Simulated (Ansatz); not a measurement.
CH3F on a (100) slab of Cu (Fm-3m (No. 225)), 4 planes, outer planes Cu (top) and Cu (bottom), 1 a cell of 25.4 Å², relaxed and still whole (its atoms last):

```
CELL_PARAMETERS angstrom
5.03937 0.00000 0.00000
0.00000 5.03937 0.00000
0.00000 0.00000 25.05756
ATOMIC_POSITIONS crystal
Cu 0.25000 0.25000 0.31926
Cu 0.25000 0.75000 0.31926
Cu 0.75000 0.25000 0.31926
Cu 0.75000 0.75000 0.31926
Cu 0.50000 0.50000 0.39037
Cu 0.50000 0.00000 0.39037
Cu 0.00000 0.50000 0.39037
Cu 0.00000 0.00000 0.39037
Cu 0.74940 0.75039 0.46300
Cu 0.74934 0.24978 0.46295
Cu 0.25064 0.75027 0.46292
Cu 0.25068 0.24990 0.46287
Cu 0.00069 0.00045 0.53273
Cu 0.00013 0.49991 0.53307
Cu 0.49940 0.00022 0.53407
Cu 0.49993 0.50003 0.53337
C 0.82886 0.95209 0.65920
F 0.55858 0.00101 0.64970
H 0.86798 0.97980 0.70195
H 0.87442 0.74804 0.64679
H 0.94691 0.09303 0.63538
```

Method: Ansatz 0.2.0, DFT PBE+D3(BJ), scalar-relativistic, plane waves, PAW. Settings: cutoff 420 eV, Γ-centred mesh 4×4×1 on the computed 21-atom cell, Gaussian smearing of 0.10 eV; no spin polarisation. A dipole correction removes the field between periodic images along c.

It binds with 0.30 eV a molecule against the clean slab and the free molecule (no zero-point or thermal terms); its shortest contact is H–Cu 2.63 Å. Take first-order desorption with no barrier to adsorption, no reaction on the face and an assumed prefactor of 10^13 s⁻¹.

(1) How long does a molecule stay at 473 K?

(2) Where does its peak lie in a desorption experiment heated at 5 K/s?

(3) Is this physisorption or chemisorption?

Spin polarisation was left out, and a magnetic state may lie lower.

Results:

(1) τ = ν⁻¹·exp(E/k_BT) with k_BT = 0.0408 eV: E/k_BT = 7.4, so τ ≈ 2×10^-10 s. At about one hit a site a second (10⁻⁶ mbar) the coverage is near τ × 1 s⁻¹, so a layer needs more than atmospheric pressure.

(2) The peak obeys E/(k_B·T_p²) = (ν/β)·exp(−E/k_BT_p). Solving gives T_p ≈ 117 K (E/k_BT_p = 29.7). An error of 0.1 eV in E moves it by about 39 K, and larger molecules have larger prefactors, which lowers it.

(3) The tightest contact, F–Cu 2.91 Å, is 1.54 times the sum of covalent radii, and deformation and lateral interaction add up to -0.06 eV; about 0.02 e cross the plane between them. This is physisorption.